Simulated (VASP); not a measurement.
Crystal: Bi.

```
Bi
1.0
     3.48860   -3.13258    0.00000
     3.48860    3.13258    0.00000
    -1.26023    0.00000    3.11355
Bi
2
Direct
  0.75306 0.75306 0.85738
  0.24694 0.24694 0.14262
```

This isn't the form of Bi at room conditions, which is rhombohedral.

- Program: VASP 6.6.1
- Task: relaxation of cell and atoms
- Functional: LDA
- Potentials or basis: VASP PAW LDA potentials, release 64 (Bi_d)
- Cutoff: 600 eV
- k mesh: 6 × 6 × 8
- Occupations: fermi-dirac, width 0.05 eV
- Spin: no spin polarisation

At the start: pressure -3.5 GPa; volume 34.03 Å³/atom.

Q: How do energy, volume and symmetry change on relaxing?

A: Over 27 steps the energy falls by 29.6 meV/atom and the volume is 31.69 Å³/atom (-6.9 %); space group C2/m (No. 12, to 0.05 Å).

The path:
| step | energy change (eV) | largest force (eV/Å) | pressure (GPa) | volume (Å³) |
| --- | --- | --- | --- | --- |
| 1 | 0.0000 | 0.0625 | -3.51 | 68.05 |
| 2 | -0.0367 | 0.1324 | 2.66 | 60.96 |
| 3 | -0.0568 | 0.0522 | 0.05 | 63.44 |
| 4 | -0.0568 | 0.0552 | 0.13 | 63.35 |
| 5 | -0.0578 | 0.0496 | 0.08 | 63.38 |
| 6 | -0.0579 | 0.0469 | 0.06 | 63.39 |
| 7 | -0.0584 | 0.0255 | -0.09 | 63.52 |
| 8 | -0.0586 | 0.0105 | -0.20 | 63.61 |
| 9 | -0.0588 | 0.0085 | 0.05 | 63.32 |
| 10 | -0.0588 | 0.0083 | 0.04 | 63.33 |
| 11 | -0.0589 | 0.0107 | 0.02 | 63.33 |
| 12 | -0.0589 | 0.0171 | 0.01 | 63.34 |
| 13 | -0.0590 | 0.0189 | 0.00 | 63.34 |
| 14 | -0.0590 | 0.0247 | -0.05 | 63.37 |
| 15 | -0.0591 | 0.0184 | 0.04 | 63.28 |
| 16 | -0.0591 | 0.0163 | 0.05 | 63.26 |
| 17 | -0.0592 | 0.0119 | 0.01 | 63.32 |
| 18 | -0.0592 | 0.0084 | 0.01 | 63.36 |
| 19 | -0.0592 | 0.0022 | -0.07 | 63.43 |
| 20 | -0.0592 | 0.0060 | -0.07 | 63.39 |
| 21 | -0.0592 | 0.0072 | -0.05 | 63.38 |
| 22 | -0.0592 | 0.0023 | 0.00 | 63.35 |
| 23 | -0.0592 | 0.0039 | 0.01 | 63.34 |
| 24 | -0.0592 | 0.0027 | 0.02 | 63.34 |
| 25 | -0.0592 | 0.0027 | 0.01 | 63.36 |
| 26 | -0.0592 | 0.0027 | -0.01 | 63.38 |
| 27 | -0.0592 | 0.0033 | -0.02 | 63.38 |

Final structure:
```
Bi
1.0
     3.36494   -3.03184    0.03190
     3.36494    3.03184    0.03190
    -1.18607    0.00000    3.09524
Bi
2
Direct
  0.75265 0.75265 0.85350
  0.24735 0.24735 0.14650
```
